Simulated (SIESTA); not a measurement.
The system is Ge.

```xyz
1
Lattice="1.3971 -2.6005 0.0000 1.3971 2.6005 0.0000 0.0000 0.0000 2.6982" Properties=species:S:1:pos:R:3 pbc="T T T"
Ge    1.3971    0.0000    0.0000
```

This isn't the form of Ge at room conditions, which is diamond.

```yaml
Program: SIESTA 5.4.2
Task: relaxation of cell and atoms
Functional: PBEsol
Potentials_or_basis: PseudoDojo 0.4 standard (PBEsol files)
Basis: DZP (energy shift 0.003 Ry; two zetas on semicore shells)
Grid_cutoff: 800 Ry
Energy_shift: 0.003 Ry
k_mesh: 8 × 8 × 7
Occupations: fermi-dirac, width 0.05 eV
Spin: no spin polarisation
```

At the start: pressure -2.6 GPa; volume 19.61 Å³/atom.

**Question.** How do energy, volume and symmetry change on relaxing?

**Answer.** Over 11 steps the energy falls by 21.5 meV/atom and the volume is 18.62 Å³/atom (-5.0 %); space group P6/mmm (No. 191, to 0.05 Å).

Step by step:
```tsv
step	energy change (eV)	largest force (eV/Å)	pressure (GPa)	volume (Å³)
1	0.0000	0.0000	-2.62	19.61
2	-0.0101	0.0000	-0.98	19.05
3	-0.0161	0.0000	1.08	18.46
4	-0.0161	0.0000	1.08	18.46
5	-0.0217	0.0000	0.41	18.48
6	-0.0217	0.0000	0.42	18.48
7	-0.0184	0.0000	-1.21	19.08
8	-0.0215	0.0000	0.00	18.62
9	-0.0212	0.0000	-0.44	18.74
10	-0.0215	0.0000	-0.07	18.64
11	-0.0215	0.0000	-0.02	18.62
```

Final structure:
```
CELL_PARAMETERS angstrom
1.42010 -2.46146 0.00000
1.42010 2.46146 0.00000
0.00000 0.00000 2.66350
ATOMIC_POSITIONS crystal
Ge 0.50000 0.50000 0.00000
```

Caveat: the basis of atomic orbitals isn't converged, which shifts pressures, moduli and gaps.
